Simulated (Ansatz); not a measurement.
Computed with DFT PBE, scalar-relativistic, plane waves, PAW in Ansatz 0.2.0. Settings: cutoff 420 eV, Γ-centred meshes spaced at most about 0.3 Å⁻¹, and about 0.25 Å⁻¹ or finer for metals (2π included), Gaussian smearing. No spin polarisation.

Temperature and zero-point effects are left out.

Two forms of In₃SbAs₂ were relaxed alike.

A.

```yaml
crystal:
  lattice:
    - [4.48101, 0.00000, 0.00000]
    - [-2.24050, 3.88066, 0.00000]
    - [0.00000, 0.00000, 10.99113]
  atoms:
    - { symbol: In, position: [0.00000, 0.00000, 0.00025] }
    - { symbol: In, position: [0.33333, 0.66667, 0.67895] }
    - { symbol: In, position: [0.66667, 0.33333, 0.31995] }
    - { symbol: Sb, position: [0.33333, 0.66667, 0.41821] }
    - { symbol: As, position: [0.00000, 0.00000, 0.75587] }
    - { symbol: As, position: [0.66667, 0.33333, 0.07677] }
```

B.

```yaml
crystal:
  lattice:
    - [2.96173, 0.00000, 0.00000]
    - [0.00000, 6.00744, 0.00000]
    - [0.00000, 0.00000, 8.85074]
  atoms:
    - { symbol: In, position: [0.00000, 0.00000, 0.50000] }
    - { symbol: In, position: [0.00000, 0.00000, 0.83391] }
    - { symbol: In, position: [0.00000, 0.00000, 0.16609] }
    - { symbol: Sb, position: [0.00000, 0.50000, 0.50000] }
    - { symbol: As, position: [0.00000, 0.50000, 0.84611] }
    - { symbol: As, position: [0.00000, 0.50000, 0.15389] }
```

Question: Which is lower in energy, and by how much?

Answer: A is lower, by 0.31 eV/atom. A has Sb and As ordered on zinc blende sites, space group P3m1 (No. 156), 31.9 Å³/atom and no gap on its mesh; B has space group Pmmm (No. 47), 26.2 Å³/atom and no gap. Counting As or Sb atoms around In (for each partner element, those within 1.25 times its shortest distance or 1.15 times the sum of covalent radii, where it is the nearest in units of that sum or under 1.3), A has In 4 and B has In 2. B holds Sb–Sb chains (shortest 2.96 Å); in A the shortest Sb–Sb distance is 4.48 Å. The lower one is the more open, so pressure narrows the difference. Both come from invented guesses.

These runs have no spin–orbit coupling, which can matter for Sb. The zero gap of P3m1 may come from the functional, which often closes small gaps. Cells relaxed within their symmetry can be saddle points.
